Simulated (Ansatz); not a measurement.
The system is Zn.

```
Zn
1.0
    -1.56904    1.56904    1.56904
     1.56904   -1.56904    1.56904
     1.56904    1.56904   -1.56904
Zn
1
Direct
  0.00000 0.00000 0.00000
```

This isn't the form of Zn at room conditions, which is hcp.

```yaml
Program: Ansatz 0.2.0
Task: single point
Functional: PBEsol
Potentials_or_basis: Ansatz PAW
Cutoff: "420 eV (not typed: the program's choice for these potentials)"
k_mesh: 12 × 12 × 12
Occupations: fermi-dirac, width 0.05 eV
Spin: no spin polarisation
```

On this cell: pressure -5.2 GPa; band gap on the k mesh none (metal or under the smearing width).

The same run follows on a disturbed copy (cell strained at random at fixed volume):

```xyz
1
Lattice="-1.5271 1.5617 1.5269 1.4865 -1.6588 1.5833 1.5658 1.6975 -1.6240" Properties=species:S:1:pos:R:3 pbc="T T T"
Zn   -0.0200    0.0572    0.0050
```

Problem. What does the disturbed cell give?

Solution. The energy (extrapolated to zero smearing) moves by -8.4 meV/atom; pressure -5.0 GPa; band gap on the k mesh none (metal or under the smearing width).

Stress tensor (GPa, compression positive):
```
-6.12  0.62  0.18
 0.62 -4.29 -1.43
 0.18 -1.43 -4.45
```

The energy falls, though the first cell shows no forces: that form is unstable against this distortion, unless noise or another electronic state is at work.

Caveats: the PAW data sets come from PBE, with cores solved anew for the run's functional, which leaves a small shift of forces and pressure.
